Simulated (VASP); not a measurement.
TaN, 4 atoms in the cell. It takes space group P6_3/mmc (No. 194, hexagonal). The conventional cell has a = 2.922 Å, b = 2.922 Å, c = 5.917 Å, α = 90.00°, β = 90.00°, γ = 120.00°. Ta (site symmetry -3m) has 6 N at 2.24 Å as nearest neighbours. Around N (site symmetry -6m2) lie 6 Ta at 2.24 Å. The cell comes from a database or a generator and needn't be the stable form of this composition.

```yaml
Program: VASP 6.6.1
Task: band structure
Functional: r2SCAN
Potentials_or_basis: VASP PAW PBE potentials, release 64 (Ta_pv, N)
Cutoff: 520 eV
k_mesh: 7 × 7 × 4
Occupations: fermi-dirac, width 0.05 eV
Spin: spin-orbit coupling, no magnetisation
Further_INCAR_settings: ALGO = Normal; EDIFF = 1e-06
```

Potentials or basis: VASP PAW PBE potentials, release 64 (Ta_pv, N).

Run with:

```console
$ cat potpaw_PBE.64/Ta_pv/POTCAR potpaw_PBE.64/N/POTCAR > POTCAR
$ mpirun -np 1 vasp_ncl > vasp.out
```

Hardware: 1 thread of AMD EPYC 9R45 96-Core Processor (Zen 5), on a shared host.

Q: Estimate the wall time of this run.

A: Run time: 18 min on 1 thread of AMD EPYC 9R45 96-Core Processor (Zen 5), on a shared host, peak memory 0.36 GiB. Counts: scf iterations 58, k points 24.
